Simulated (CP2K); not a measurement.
Runs of CP2K 2026.2 on AlN. Symmetry: P6_3mc, No. 186, hexagonal system. The conventional cell has a = 3.113 Å, b = 3.113 Å, c = 4.981 Å, α = 90.00°, β = 90.00°, γ = 120.00°. Al (site symmetry 3m) has 4 N at 1.89 Å as nearest neighbours. N (site symmetry 3m) is surrounded by 4 Al at 1.89 Å. 

```csv
level,potentials or basis,smearing,EPS_DEFAULT,NGRIDS,points a segment of the path (NPOINTS),bands added on the path,CUTOFF of the grids,gap on the mesh (eV),pressure (GPa),largest force (eV/Å)
PBE,"POTENTIAL_UZH Al GTH-PBE-q3, N GTH-PBE-q5; TZVP-MOLOPT-PBE-GTH basis",fermi-dirac 0.05 eV,1.0E-10,5,8,6,450 Ry,4.24,2.7,-
r2SCAN,"POTENTIAL_UZH Al GTH-SCAN-q3, N GTH-SCAN-q5; TZVP-MOLOPT-SCAN-GTH basis",fermi-dirac 0.0259 eV,1.0E-9,4,10,2,675 Ry,(c),-3.4,(a)
LDA,"GTH_POTENTIALS Al GTH-PADE-q3, N GTH-PADE-q5; TZVP-MOLOPT-PBE-GTH basis",fermi-dirac 0.05 eV,1.0E-9,5,8,2,450 Ry,4.25,(b),0.11
PBEsol,"POTENTIAL_UZH Al GTH-PBE-q3, N GTH-PBE-q5; TZVP-MOLOPT-PBE-GTH basis",fermi-dirac 0.01 eV,1.0E-9,5,10,4,450 Ry,(d),2.4,-
TB-mBJ,"POTENTIAL_UZH Al GTH-PBE-q3, N GTH-PBE-q5; TZVP-MOLOPT-PBE-GTH basis",fermi-dirac 0.01 eV,1.0E-9,5,10,6,675 Ry,4.95,-,-
```

Alike in all rows: task band structure; no spin polarisation; cell as given; k mesh 10 × 10 × 6.

Task: Estimate the missing entries.

Result: (a) 0.14; (b) -5.8; (c) 4.89; (d) 4.12.

Caveats: the basis of atomic orbitals isn't converged, which shifts pressures, moduli and gaps; the forces don't sum to zero, a sign of grid noise (some runs); the potentials were made for another functional, which shifts forces and pressure (some runs); this is a model potential without an energy functional, so only levels have meaning (some runs).

